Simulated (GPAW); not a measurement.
Runs of GPAW 26.7.0 on Ni. The structure is cubic, space group Im-3m (No. 229). Conventional cell: a = 2.767 Å, b = 2.767 Å, c = 2.767 Å, α = 90.00°, β = 90.00°, γ = 90.00°. Ni (site symmetry m-3m) has 8 Ni at 2.40 Å as nearest neighbours. This isn't the form of Ni at room conditions, which is fcc.

```csv
level,gap on the mesh (eV),pressure (GPa),moment (μB),relaxed volume (Å³/atom)
PBEsol,none,0.2,0.59,10.61
PBEsol+D4,none,0.0,0.57,(a)
PBEsol+D3(BJ),none,0.1,0.56,10.32
PBEsol+D3,none,0.1,0.56,10.32
PBEsol+D3(BJ)+ATM,none,0.0,0.57,10.39
```

Alike in all rows: task relaxation of cell and atoms; potentials or basis PAW data sets generated in the run's folder for this functional, pw; spin collinear, ferromagnetic start; cell relaxed; k mesh 13 × 13 × 13; cutoff (eV) 600; smearing fermi-dirac 0.05 eV.

Problem. Estimate the missing entries.

Solution. (a) 10.45.

Caveats: each step starts from the last one's moments, so a moment once lost doesn't come back; the stock nickel data set gives pressures a few GPa off other programs; later steps reuse the first step's grids; pairwise dispersion overbinds metals, which lowers pressure and volume (some runs).

A gap of «none» marks a metal or a gap under the smearing width.
